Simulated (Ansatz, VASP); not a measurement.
**H21C37 (C wire along [111], 74 atoms a period, H-terminated): VASP beside Ansatz**

Aim: how closely do two programs agree when they are given the same cell, functional and k mesh? The structure shown is the end of the Ansatz relaxation below.

Method: plane waves, with VASP 6.6.1 beside it; single point at PBE, in Ansatz 0.2.0.

### 1. Starting point

The cell holds 116 atoms: 74 C and 42 H. Cell: a = 16.202 Å, b = 17.657 Å, c = 6.257 Å, α = 90.0°, β = 90.0°, γ = 90.0°. Vacuum lies along a and b. The structure's axis is c.

### 2. Ansatz: relaxation, PBE

Ansatz runs on its PAW soft_1 files.

This run makes the geometry at which the two programs are then compared.

Input file input.yaml:

```yaml
crystal:
  lattice:
    - [16.202, 0.0, 0.0]
    - [0.0, 17.657, 0.0]
    - [0.0, 0.0, 6.183421383]
  atoms:
    - { symbol: C, position: [0.266292814, 0.376174646, 0.0] }
    - { symbol: C, position: [0.422098962, 0.376174646, 0.0] }
    - { symbol: C, position: [0.500002036, 0.25236145, 0.0] }
    - { symbol: C, position: [0.500002036, 0.499987842, 0.0] }
    - { symbol: C, position: [0.57790511, 0.376174646, 0.0] }
    - { symbol: C, position: [0.655808184, 0.499987842, 0.0] }
    - { symbol: C, position: [0.733711258, 0.376174646, 0.0] }
    - { symbol: C, position: [0.266292814, 0.376174646, 0.25] }
    - { symbol: C, position: [0.266292814, 0.623801037, 0.25] }
    - { symbol: C, position: [0.344195888, 0.499987842, 0.25] }
    - { symbol: C, position: [0.422098962, 0.376174646, 0.25] }
    - { symbol: C, position: [0.422098962, 0.623801037, 0.25] }
    - { symbol: C, position: [0.500002036, 0.25236145, 0.25] }
    - { symbol: C, position: [0.500002036, 0.747614233, 0.25] }
    - { symbol: C, position: [0.500002036, 0.499987842, 0.25] }
    - { symbol: C, position: [0.57790511, 0.376174646, 0.25] }
    - { symbol: C, position: [0.57790511, 0.623801037, 0.25] }
    - { symbol: C, position: [0.655808184, 0.499987842, 0.25] }
    - { symbol: C, position: [0.733711258, 0.376174646, 0.25] }
    - { symbol: C, position: [0.733711258, 0.623801037, 0.25] }
    - { symbol: H, position: [0.209850636, 0.488618405, 0.272956835] }
    - { symbol: H, position: [0.344195888, 0.275100323, 0.272956835] }
    - { symbol: H, position: [0.365656784, 0.736244797, 0.272956835] }
    - { symbol: H, position: [0.634347288, 0.736244797, 0.272956835] }
    - { symbol: H, position: [0.655808184, 0.275100323, 0.272956835] }
    - { symbol: H, position: [0.790153436, 0.488618405, 0.272956835] }
    - { symbol: H, position: [0.209850636, 0.346273017, 0.310376499] }
    - { symbol: H, position: [0.209850636, 0.593899408, 0.310376499] }
    - { symbol: H, position: [0.266292814, 0.683604295, 0.310376499] }
    - { symbol: H, position: [0.443559858, 0.222459821, 0.310376499] }
[... 80 atom lines left out ...]
    - { symbol: C, position: [0.266292814, 0.623801037, 0.0] }
    - { symbol: C, position: [0.344195888, 0.499987842, 0.0] }
    - { symbol: C, position: [0.422098962, 0.623801037, 0.0] }
    - { symbol: C, position: [0.500002036, 0.747614233, 0.0] }
    - { symbol: C, position: [0.57790511, 0.623801037, 0.0] }
    - { symbol: C, position: [0.733711258, 0.623801037, 0.0] }
kpoints:
  mp_grid: { grid: [1, 1, 13] }
scf:
  occupations: { method: fermi_dirac, width: 0.05 }
hamiltonian:
  xc: pbe
  pseudopotentials: { kind: paw, azcp: { folder: soft_1 } }
relax:
  cell: { fix: [a, b, alpha, beta, gamma] }
  max_steps: 45
  f_tol: 0.03
```

On the command line:

```
$ ansatz run input.yaml --threads 16 --pin off --max-ram 61440MiB --backend cuda --events-out ev --progress --plain --runs-dir out --max-vram 78GiB
```

Numbers of over 12 decimals in the logs are rounded to 6 here.

What it wrote:

```text
Engine: ansatz 0.2.0, aarch64-unknown-linux-gnu
Pseudopotentials: kind: paw
Pseudopotential: C, paw, valence charge 4, recommended cutoff 420 eV (normal), soft_1/C.paw.azcp
Pseudopotential: H, paw, valence charge 1, recommended cutoff 420 eV (normal), soft_1/H.paw.azcp
Functional definition: PBE
  parameter kappa = 0.804
  parameter beta = 0.066725
  exchange = pbe_x(kappa = kappa, mu = beta*pi^2/3)
  correlation = pbe_c(beta = beta)
[...]
Crystal: 116 atoms, lattice volume = 1768.945 Å³
Basis set: ecut = 420 eV, 34561 PW (Γ), exchange–correlation on 240×240×90 points (8 copies of the dense FFT grid, shifted against one another)
Bands: 285, of which v1, the nominal top of the filled ones, is band 169 counted from 1 (168 counted from 0)
Symmetry: 4 space group operations
Space group: P2/m (ITA 10), of the structure as read, at distance tolerance 1.2e-4 Å
k-points: 7 of 13
Non-local potential: C, projectors of the file, l = 0: 2, l = 1: 2, l = 2: 1
Non-local potential: H, projectors of the file, l = 0: 2, l = 1: 1
PAW form: soft (Blöchl's): semilocal exchange-correlation on the pseudo side does not see the compensation charge
PAW one-centre angular grid: C, 110 points (default); XC on 64 Gauss nodes
PAW one-centre angular grid: H, 110 points (default); XC on 64 Gauss nodes
Initial density: superposition of atomic densities (neutral atoms: chi_scale 0, normalization atom)
Initial wavefunctions: pseudopotential atomic-orbital guess
[...]
Functional: x = pbe(κ = 0.804, μ = 0.219515), c = pbe(β = 0.066725)
SCF iter   1: F=—  HF=-19281.051238 eV  |F-HF|=—  |Δ(HF+E_count)|=         —  Δρ=8.42e-2  dr2=1.30e2  ethr=3.10e-3  ⟨swp⟩=7.1  Hψ=10211  notcnv=0  defer=507
preconditioner: auto → Resta (q_TF=auto, 2.071 Å⁻¹)  ε∞=1.9  [insulator: Δε(μ)=6.292 eV  Ē_g=17.091 eV  σ=0.050 eV  W_gap=1.00  n_scr=248 (ndim 8)  ℏωp=16.2 eV  f_vac=0.557  D(μ)=0.00/eV (n_scr^D=0)  ε∞_Penn≈1.9  vacuum switching on, ρ_ref=2.1e-2 e/Å³]
SCF iter   2: F=—  HF=-19241.672467 eV  |F-HF|=—  |Δ(HF+E_count)|=    3.94e1  Δρ=3.90e-2  dr2=1.84e1  ethr=3.10e-3  ⟨swp⟩=4.1  Hψ=4487  notcnv=0  defer=767
[...]
SCF iter  10: F=-19236.266778 eV  HF=-19236.266778 eV  |F-HF|=2.78e-9  |Δ(HF+E_count)|=   1.63e-8  Δρ=1.06e-6  dr2=1.48e-8  ethr=2.96e-11  ⟨swp⟩=4.4  Hψ=5507  notcnv=0
SCF 1 converged in 10 iterations: F = -19236.266778 eV  dr2 = 1.48e-8
  greatest PAW one-centre occupation: 0.650 electrons in one spin orbital (limit 2), on the C atom at site 19 (counted from 0), in its partial waves of l = 0
relax step   1: F+E_penalty+E_count = -19236.26677823 eV  Δ(F+E_penalty+E_count) = +0.000e0 eV  max|allowed force component| = 8.492e-1 eV/Å  Δτ_max = 0.0000 Å  P = -0.193 GPa  Ω = 1768.945 Å³  fix = [a, b, alpha, beta, gamma]  reactions: a -1.091, b -1.091 GPa; alpha -0.000 GPa/rad  (10 SCF iters, dr2 threshold 1.00e-7 eV, accepted)
[...]
relax step   2: F+E_penalty+E_count = -19237.36254982 eV  Δ(F+E_penalty+E_count) = -1.096e0 eV  max|allowed force component| = 4.499e-1 eV/Å  Δτ_max = 0.1148 Å  P = -0.314 GPa  Ω = 1799.684 Å³  energy of the carried Pulay correction = -3.377e-2 eV  fix = [a, b, alpha, beta, gamma]  reactions: a +0.143, b +0.142 GPa; alpha -0.000 GPa/rad  (6 SCF iters, dr2 threshold 1.16e-5 eV, accepted)
[...]
relax step   3: F+E_penalty+E_count = -19237.50903487 eV  Δ(F+E_penalty+E_count) = -1.465e-1 eV  max|allowed force component| = 1.405e-1 eV/Å  Δτ_max = 0.0155 Å  P = -0.128 GPa  Ω = 1790.150 Å³  energy of the carried Pulay correction = -2.336e-2 eV  fix = [a, b, alpha, beta, gamma]  reactions: a -0.181, b -0.181 GPa; alpha -0.000 GPa/rad  (5 SCF iters, dr2 threshold 1.16e-5 eV, accepted)
[...]
relax step   4: F+E_penalty+E_count = -19237.51719976 eV  Δ(F+E_penalty+E_count) = -8.165e-3 eV  max|allowed force component| = 6.663e-2 eV/Å  Δτ_max = 0.0042 Å  P = -0.039 GPa  Ω = 1789.836 Å³  energy of the carried Pulay correction = -2.301e-2 eV  fix = [a, b, alpha, beta, gamma]  reactions: a -0.072, b -0.072 GPa; alpha -0.000 GPa/rad  (5 SCF iters, dr2 threshold 1.23e-6 eV, accepted)
[...]
relax step   5: F+E_penalty+E_count = -19237.51822203 eV  Δ(F+E_penalty+E_count) = -1.022e-3 eV  max|allowed force component| = 5.852e-3 eV/Å  Δτ_max = 0.0025 Å  P = -0.009 GPa  Ω = 1790.045 Å³  energy of the carried Pulay correction = -2.324e-2 eV  fix = [a, b, alpha, beta, gamma]  reactions: a -0.012, b -0.012 GPa; alpha -0.000 GPa/rad  (5 SCF iters, dr2 threshold 2.78e-7 eV, accepted)
[...]
relax step   6: F+E_penalty+E_count = -19237.54498831 eV  Δ(F+E_penalty+E_count) = -2.677e-2 eV  max|allowed force component| = 6.463e-3 eV/Å  Δτ_max = 0.0000 Å  P = +0.016 GPa  Ω = 1790.045 Å³  fix = [a, b, alpha, beta, gamma]  reactions: a +0.001, b +0.000 GPa; alpha -0.000 GPa/rad  stress off target by 4.83e-2 GPa on what of the cell is left free  SCF on the basis re-selected at this cell (its energy is not comparable with the rows above)  (6 SCF iters)
[...]
- { symbol: C, position: [0.656936, 0.583128, 0.581159] }
    - { symbol: C, position: [0.732945, 0.459303, 0.582350] }
    - { symbol: H, position: [0.210587, 0.569757, 0.612827] }
    - { symbol: H, position: [0.289446, 0.695089, 0.612827] }
    - { symbol: H, position: [0.421141, 0.235118, 0.612824] }
    - { symbol: H, position: [0.578859, 0.235118, 0.612824] }
    - { symbol: H, position: [0.710554, 0.695089, 0.612827] }
    - { symbol: H, position: [0.789413, 0.569757, 0.612827] }
    - { symbol: H, position: [0.210587, 0.430219, 0.637173] }
    - { symbol: H, position: [0.289446, 0.304887, 0.637173] }
    - { symbol: H, position: [0.421141, 0.764857, 0.637176] }
    - { symbol: H, position: [0.578859, 0.764857, 0.637176] }
    - { symbol: H, position: [0.710554, 0.304887, 0.637173] }
    - { symbol: H, position: [0.789413, 0.430219, 0.637173] }
    - { symbol: C, position: [0.267055, 0.540673, 0.667650] }
    - { symbol: C, position: [0.345129, 0.664758, 0.667651] }
    - { symbol: C, position: [0.343064, 0.416848, 0.668841] }
    - { symbol: C, position: [0.421926, 0.294533, 0.667649] }
    - { symbol: C, position: [0.421721, 0.541458, 0.665999] }
    - { symbol: C, position: [0.5, 0.417048, 0.665997] }
    - { symbol: C, position: [0.5, 0.666269, 0.668844] }
    - { symbol: C, position: [0.578074, 0.294533, 0.667649] }
    - { symbol: C, position: [0.578279, 0.541458, 0.665999] }
    - { symbol: C, position: [0.654871, 0.664758, 0.667651] }
    - { symbol: C, position: [0.656936, 0.416848, 0.668841] }
    - { symbol: C, position: [0.732945, 0.540673, 0.667650] }
    - { symbol: C, position: [0.266814, 0.542370, 0.912092] }
    - { symbol: C, position: [0.343407, 0.664100, 0.912093] }
    - { symbol: C, position: [0.342485, 0.416540, 0.918099] }
    - { symbol: C, position: [0.423408, 0.293493, 0.912090] }
    - { symbol: C, position: [0.421726, 0.541456, 0.916704] }
    - { symbol: C, position: [0.5, 0.417052, 0.916704] }
    - { symbol: C, position: [0.5, 0.666882, 0.918102] }
    - { symbol: C, position: [0.576592, 0.293493, 0.912090] }
    - { symbol: C, position: [0.578274, 0.541456, 0.916704] }
    - { symbol: C, position: [0.656593, 0.664100, 0.912093] }
    - { symbol: C, position: [0.657515, 0.416540, 0.918099] }
    - { symbol: C, position: [0.733186, 0.542370, 0.912092] }
    - { symbol: H, position: [0.208387, 0.402548, 0.953489] }
    - { symbol: H, position: [0.211190, 0.652991, 0.935330] }
    - { symbol: H, position: [0.262231, 0.316973, 0.953489] }
    - { symbol: H, position: [0.446156, 0.780441, 0.953492] }
    - { symbol: H, position: [0.5, 0.193981, 0.935329] }
    - { symbol: H, position: [0.553844, 0.780441, 0.953492] }
    - { symbol: H, position: [0.737769, 0.316973, 0.953489] }
    - { symbol: H, position: [0.791613, 0.402548, 0.953489] }
    - { symbol: H, position: [0.788810, 0.652991, 0.935330] }
    - { symbol: H, position: [0.209804, 0.514736, 0.966929] }
    - { symbol: H, position: [0.340983, 0.723221, 0.966933] }
    - { symbol: H, position: [0.368821, 0.262007, 0.966929] }
    - { symbol: H, position: [0.631179, 0.262007, 0.966929] }
    - { symbol: H, position: [0.659017, 0.723221, 0.966933] }
    - { symbol: H, position: [0.790196, 0.514736, 0.966929] }
    - { symbol: C, position: [0.266681, 0.623594, -0.00385099] }
    - { symbol: C, position: [0.342997, 0.499770, 0.000298695] }
    - { symbol: C, position: [0.421704, 0.624861, 0.000299998] }
    - { symbol: C, position: [0.5, 0.748508, 0.00988857] }
    - { symbol: C, position: [0.578296, 0.624861, 0.000299998] }
    - { symbol: C, position: [0.733319, 0.623594, -0.00385099] }
```

In the SCF lines HF is the Harris–Foulkes energy and dr2 the Hartree energy of the density residual, in eV; the loop may stop once dr2 is under the threshold and the program's other checks hold. Hψ counts applications of the Hamiltonian.

### 3. VASP: single point, PBE

The same cell, functional, mesh and smearing now go to VASP, with its own data sets.

Lines of VASP's logs that name or quote its potential files are left out, and so is its time.

Input file INCAR:

```
SYSTEM = H21C37
PREC = Accurate
ENCUT = 600
EDIFF = 1E-06
NELM = 120
ISMEAR = -1
SIGMA = 0.05
LREAL = Auto
ALGO = Normal
GGA = PE
NBANDS = 256
LORBIT = 11
LWAVE = .FALSE.
LCHARG = .FALSE.
ISIF = 2
LASPH = .TRUE.
GGA_COMPAT = .FALSE.
EFERMI = MIDGAP
KPAR = 4
```

Input file POSCAR:

```
H21C37
1.0
   16.2020000000      0.0000000000      0.0000000000
    0.0000000000     17.6570000000      0.0000000000
    0.0000000000      0.0000000000      6.2571771106
C H
74 42
Direct
    0.2654468378      0.3757270815      0.0098863789
    0.4212933160      0.3753328547      0.0002979975
    0.5000000000      0.2527754296      0.9961470474
    0.5000000000      0.4999880810      0.9998071485
    0.5787066840      0.3753328547      0.0002979975
    0.6570031200      0.4997703062      0.0002986947
    0.7345531622      0.3757270815      0.0098863789
    0.2666812176      0.3763813527      0.2538509945
    0.2654468378      0.6242486016      0.2401136211
    0.3429968800      0.5002053768      0.2497013053
    0.4217039356      0.3751151182      0.2497000018
    0.4212933160      0.6246428283      0.2497020025
    0.5000000000      0.2514675994      0.2401114337
    0.5000000000      0.7472002535      0.2538529526
    0.5000000000      0.4999876020      0.2501928515
    0.5782960644      0.3751151182      0.2497000018
    0.5787066840      0.6246428283      0.2497020025
    0.6570031200      0.5002053768      0.2497013053
    0.7333187824      0.3763813527      0.2538509945
    0.7345531622      0.6242486016      0.2401136211
    0.2668142485      0.4576053993      0.3379084288
    0.3434067045      0.3358753310      0.3379069708
    0.3424851274      0.5834352645      0.3319008606
    0.4217255522      0.4585201225      0.3332957756
    0.4234075307      0.7064828278      0.3379098784
    0.5000000000      0.5829233852      0.3332964966
    0.5000000000      0.3330937931      0.3318984295
    0.5782744478      0.4585201225      0.3332957756
    0.5765924693      0.7064828278      0.3379098784
    0.6565932955      0.3358753310      0.3379069708
[... 80 atom lines left out ...]
    0.2098039642      0.5147360669      0.9669291497
    0.3409834487      0.7232207108      0.9669327000
    0.3688212818      0.2620070036      0.9669288593
    0.6311787182      0.2620070036      0.9669288593
    0.6590165513      0.7232207108      0.9669327000
    0.7901960358      0.5147360669      0.9669291497
```

Input file KPOINTS:

```
Automatic mesh
0
Gamma
1 1 13
0 0 0
```

PAW data sets: C and H (PBE family, release 64).

On the command line:

```
$ mpirun -np 16 vasp_std
```

What it wrote:

```text
[banner, memory and clock lines left out]
running   16 mpi-ranks, on    1 nodes
[...]
|                                                                             |
|           W    W    AA    RRRRR   N    N  II  N    N   GGGG   !!!           |
|           W    W   A  A   R    R  NN   N  II  NN   N  G    G  !!!           |
|           W    W  A    A  R    R  N N  N  II  N N  N  G       !!!           |
|           W WW W  AAAAAA  RRRRR   N  N N  II  N  N N  G  GGG   !            |
|           WW  WW  A    A  R   R   N   NN  II  N   NN  G    G                |
|           W    W  A    A  R    R  N    N  II  N    N   GGGG   !!!           |
|                                                                             |
|     For optimal performance we recommend to set                             |
|       NCORE = 2 up to number-of-cores-per-socket                            |
|     NCORE specifies how many cores store one orbital (NPAR=cpu/NCORE).      |
|     This setting can greatly improve the performance of VASP for DFT.       |
|     The default, NCORE=1 might be grossly inefficient on modern             |
|     multi-core architectures or massively parallel machines. Do your        |
|     Unfortunately you need to use the default for GW and RPA                |
|     calculations (for HF NCORE is supported but not extensively tested      |
|     yet).                                                                   |
|                                                                             |

 LDA part: xc-table for (Slater+PW92), standard interpolation
 POSCAR, INCAR and KPOINTS ok, starting setup
[...]
entering main loop
       N       E                     dE             d eps       ncg     rms          rms(c)
DAV:   1     0.250317983339E+04    0.25032E+04   -0.15410E+05  3584   0.123E+03
DAV:   2    -0.493617088426E+03   -0.29968E+04   -0.28041E+04  5008   0.278E+02
DAV:   3    -0.866126030803E+03   -0.37251E+03   -0.36962E+03  4584   0.952E+01
DAV:   4    -0.877091311441E+03   -0.10965E+02   -0.10926E+02  4888   0.188E+01
[...]
DAV:  24    -0.826423494568E+03   -0.26038E-05   -0.16074E-07  3064   0.723E-04    0.255E-04
DAV:  25    -0.826423495893E+03   -0.13256E-05   -0.77565E-08  3016   0.418E-04    0.194E-04
DAV:  26    -0.826423496814E+03   -0.92054E-06   -0.54460E-08  2920   0.331E-04
   1 F= -.82642350E+03 E0= -.82642350E+03  d E =-.356500E-12
```

Parts of OUTCAR (step 3):

```text
  FREE ENERGIE OF THE ION-ELECTRON SYSTEM (eV)
  ---------------------------------------------------
  free  energy   TOTEN  =      -826.4234968137 eV

  energy  without entropy=     -826.4234968137  energy(sigma->0) =     -826.42349681
```

### 4. Comparison

Known differences besides the potentials themselves: the cutoff is 420 eV in Ansatz and 600 eV in VASP (PREC = Accurate, projectors in real space); Ansatz's pressure holds a Pulay correction, VASP's none. Total energies have different zeros and are not compared.

The two programs side by side:

```tsv
quantity	Ansatz	VASP	difference
pressure (GPa)	0.02	-0.01	+0.02
gap on the k mesh (eV)	2.868	2.870	-0.002
```

At this near-relaxed geometry the largest component of a force difference is 20 meV/Å. A gap on the mesh is an upper bound, since the band edges may lie between its points.

### 5. What came out

```yaml
difference_in_gap_on_the_k_mesh_single_point_pbe: -0.0024 eV
r_m_s_force_difference_single_point_pbe: 7.3 meV/Å
```

**Reading.** The r.m.s. force difference is 7.3 meV/Å (single point, PBE), within the 12 meV/Å picked in this series as the mark of a large difference. Such differences can come from data sets, numerical settings and the points named under the comparisons, not from the functional's error against experiment.

[Lines on the potential files, build, host, timing and source positions are cut from VASP's logs without a mark.]

[Logs are printed without paths, hosts, clocks, repeated set-up lines and the standing remarks that a program may print on its own settings, such as how far it seeks lower states.]

[Hosts, paths, dates, database ids (printed as entryN), source tags and the programs' standing remarks are cut or masked in the printed files.]
